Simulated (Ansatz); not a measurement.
A 4-atom cell of BN started from a crystallographic database at its r2SCAN geometry, run in Ansatz at 3 levels of theory. Spin-unpolarised throughout; all numbers are computed.

The r2SCANh input:
```yaml
crystal:
  lattice:
    - [2.5439493036, 0.0, 0.0]
    - [-1.2719746518, 2.2031247228, 0.0]
    - [0.0, 0.0, 4.2078167811]
  atoms:
    - { symbol: B, position: [0.6666666667, 0.3333333333, 0.0002035744] }
    - { symbol: B, position: [0.3333333333, 0.6666666667, 0.5002035744] }
    - { symbol: "N", position: [0.6666666667, 0.3333333333, 0.3747964256] }
    - { symbol: "N", position: [0.3333333333, 0.6666666667, 0.8747964256] }
kpoints:
  mp_grid: { grid: [9, 9, 4] }
  band_path:
    path:
      - [0.0, 0.0, 0.0]
      - [0.5, 0.0, 0.0]
      - [0.3333333333, 0.3333333333, 0.0]
      - [0.0, 0.0, 0.5]
      - [0.5, 0.0, 0.5]
      - [0.3333333333, 0.3333333333, 0.5]
      - [0.1, 0.0, 0.0]
    npoints: 1
hamiltonian:
  xc: r2scanh
scf:
  occupations: { method: fixed }
  n_extra_bands: 5
output:
  forces: true
  stress: true
  eigenvalues: true
```

Main results, then, where recorded, the levels near the gap in eV from the Fermi energy (columns number the bands from 0), one row a point of the path (Γ, M, K, A, L, H, Γ–M (0.20)):
```
Crystal: 4 atoms, lattice volume = 23.583 Å³
Symmetry: 12 space group operations
Space group: P63mc (ITA 186)
```
```
Basis set: ecut = 500 eV, 591 PW (Γ)
Bands: 13, of which v1, the nominal top of the filled ones, is band 8 counted from 1 (7 counted from 0)
k-points: 36 of 324 (time reversal used)
hybrid outer 1: dexx = +1.452e-4 eV, tail = 2.63e-7 eV
hybrid outer 2: dexx = +1.321e-9 eV, tail = 1.12e-9 eV, Δε = 2.17e-4 eV, ΔF = 3.77e-4 eV/Å
Free energy (F): -1087.778976 eV
Fermi energy:    10.737419 eV
--- Forces (eV/Å), atoms counted from 1 ---
  atom   1  B       0.00000      0.00000    -0.00708
  atom   2  B       0.00000      0.00000    -0.00708
  atom   3  N       0.00000      0.00000      0.00704
  atom   4  N       0.00000      0.00000      0.00704
--- Stress (GPa, compression-positive) ---
       -2.604542       0.000000       0.000000
        0.000000      -2.604542       0.000000
        0.000000       0.000000      -2.804986
  P = ⅓ Tr σ = -2.6714 GPa (-26.714 kbar)
```
```tsv
band_5	band_6	band_7	band_8	band_9	band_10
-0.268	0.000	0.000	9.993	9.993	10.221
-5.332	-4.636	-2.259	8.108	9.446	12.330
-5.796	-5.785	-5.785	6.500	15.477	15.477
-1.252	-1.252	-1.252	11.130	11.130	11.632
-4.026	-3.825	-3.825	8.011	8.011	11.597
-8.203	-3.236	-3.236	10.909	10.909	11.829
-0.874	-0.494	-0.239	9.626	10.452	10.572
```

The r2SCANh gap is indirect, 6.50 eV (Γ to K), below the direct gap of 9.86 eV at Γ–M (0.22 of the way from Γ).

HSE06. Against the first input these blocks differ (the band path and keys that only write files left aside):
```yaml
hamiltonian:
  xc: hse06
```

```
Basis set: ecut = 420 eV, 465 PW (Γ)
Bands: 13, of which v1, the nominal top of the filled ones, is band 8 counted from 1 (7 counted from 0)
k-points: 36 of 324 (time reversal used)
Exchange kernel: α = 0.2500, screened, ω = 0.2079 Å⁻¹, Wigner–Seitz truncation, v(0) = 1043.8992 eV·Å³, q-mesh 9×9×4
hybrid outer 1: dexx = +4.405e-3 eV, tail = 1.04e-5 eV
hybrid outer 2: dexx = +1.457e-7 eV, tail = 7.69e-9 eV, Δε = 1.63e-3 eV, ΔF = 4.29e-4 eV/Å
Free energy (F): -1084.832943 eV
Fermi energy:    10.510504 eV
--- Forces (eV/Å), atoms counted from 1 ---
  atom   1  B       0.00000      0.00000    -0.01171
  atom   2  B       0.00000      0.00000    -0.01171
  atom   3  N       0.00000      0.00000      0.01171
  atom   4  N       0.00000      0.00000      0.01171
--- Stress (GPa, compression-positive) ---
       -4.275378       0.000000       0.000000
        0.000000      -4.275378       0.000000
        0.000000       0.000000      -4.817601
  P = ⅓ Tr σ = -4.4561 GPa (-44.561 kbar)
```
```tsv
band_5	band_6	band_7	band_8	band_9	band_10
-0.266	0.000	0.000	10.103	10.103	10.353
-5.408	-4.709	-2.295	8.170	9.511	12.447
-5.889	-5.870	-5.870	6.530	15.633	15.633
-1.271	-1.271	-1.271	11.228	11.228	11.751
-4.084	-3.870	-3.870	8.072	8.072	11.700
-8.345	-3.280	-3.280	11.007	11.007	11.868
-0.876	-0.496	-0.244	9.720	10.568	10.711
```

With HSE06 the valence top lies at Γ and the conduction bottom at K, 6.53 eV higher; the smallest vertical gap, at Γ–M (0.22 of the way from Γ), is 9.96 eV. At this geometry HSE06 finds -4.5 GPa, compression counted positive: its own equilibrium volume is smaller. The stress of a hybrid is loosely converged here.

PBE0. Against the first input these blocks differ (the band path and keys that only write files left aside):
```yaml
hamiltonian:
  xc: pbe0
```

```
Basis set: ecut = 420 eV, 465 PW (Γ)
Bands: 13, of which v1, the nominal top of the filled ones, is band 8 counted from 1 (7 counted from 0)
k-points: 36 of 324 (time reversal used)
hybrid outer 1: dexx = +5.661e-3 eV, tail = 1.43e-5 eV
hybrid outer 2: dexx = +2.439e-7 eV, tail = 5.80e-9 eV, Δε = 2.12e-3 eV, ΔF = 4.20e-4 eV/Å
Free energy (F): -1085.057053 eV
Fermi energy:    10.123007 eV
--- Forces (eV/Å), atoms counted from 1 ---
  atom   1  B       0.00000      0.00000    -0.01109
  atom   2  B       0.00000      0.00000    -0.01109
  atom   3  N       0.00000      0.00000      0.01109
  atom   4  N       0.00000      0.00000      0.01109
--- Stress (GPa, compression-positive) ---
       -4.194337       0.000000       0.000000
        0.000000      -4.194337       0.000000
        0.000000       0.000000      -4.739883
  P = ⅓ Tr σ = -4.3762 GPa (-43.762 kbar)
```
```tsv
band_5	band_6	band_7	band_8	band_9	band_10
-0.262	0.000	0.000	10.877	10.877	11.125
-5.422	-4.731	-2.302	8.944	10.292	13.232
-5.909	-5.893	-5.893	7.294	16.427	16.427
-1.275	-1.275	-1.275	12.007	12.007	12.530
-4.096	-3.882	-3.882	8.844	8.844	12.480
-8.378	-3.290	-3.290	11.789	11.789	12.654
-0.882	-0.493	-0.245	10.493	11.345	11.485
```

The PBE0 gap is indirect, 7.29 eV (Γ to K), below the direct gap of 10.73 eV at Γ–M (0.22 of the way from Γ). At this geometry PBE0 finds -4.4 GPa, compression counted positive: its own equilibrium volume is smaller. The stress of a hybrid is loosely converged here.

Totals of different functionals can't be compared.

The meshes of the hybrids are coarse, so their gaps aren't converged to the digits shown.
